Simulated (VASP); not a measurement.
Wanted: the native input for a VASP 6.6.1 run.

```yaml
Task: relaxation of cell and atoms
Functional: PBE
Potentials_or_basis: VASP PAW PBE potentials, release 64 (Si, Ge_d)
Cutoff: 520 eV
k_mesh: 5 × 5 × 5
Occupations: gaussian, width 0.15 eV
Spin: no spin polarisation
Further_INCAR_settings: PREC = Normal; ALGO = Fast; EDIFF = 0.0001; IBRION = 2; EDIFFG = -0.08; NSW = 24; ISIF = 3
```

The structure of SiGe3 lies in POSCAR:

```
SiGe3
1.0
    0.0000000000      3.4706574800      3.4706574800
    3.4706574800      0.0000000000      3.4706574800
    3.4706574800      3.4706574800      0.0000000000
Si Ge
1 3
Direct
    0.5000000000      0.5000000000      0.5000000000
    0.2500000000      0.2500000000      0.2500000000
    0.7500000000      0.7500000000      0.7500000000
    0.0000000000      0.0000000000      0.0000000000
```

The cell was built by a generator and needn't be a form met in nature.

The input as run:

INCAR

```
ALGO = Fast ; EDIFF = 1E-4
EDIFFG = -0.08 ; ENCUT = 520
GGA = PE ; IBRION = 2
ISIF = 3 ; ISMEAR = 0
LASPH = True ; LCHARG = False
LREAL = False ; LWAVE = False
NELM = 60 ; NSW = 24
PREC = Normal ; SIGMA = 0.15
```

KPOINTS

```
k-points
0
Gamma
  5 5 5
```

Potentials or basis: VASP PAW PBE potentials, release 64 (Si, Ge_d).

Run with:

```console
$ cat potpaw_PBE.64/Si/POTCAR potpaw_PBE.64/Ge_d/POTCAR > POTCAR
$ mpirun -np 1 vasp_std > vasp.out
```

It gave:

The relaxed volume is 17.70 Å³/atom, the relaxed cell is a = 4.643 Å, b = 4.643 Å, c = 4.643 Å, α = 60.00°, β = 60.00°, γ = 60.00° and the space group after relaxing (to 0.05 Å) is Fm-3m (No. 225). The energy gained by relaxing is 77.7 meV/atom and the ionic steps are 2. The pressure after relaxing is 0.6 GPa.

Caveat: the volume moved by over 15 % at a fixed basis, so the end points are rough.

Run time: 16 s on 1 thread of Intel(R) Xeon(R) Platinum 8488C (Sapphire Rapids), on a shared host, peak memory 0.16 GiB.
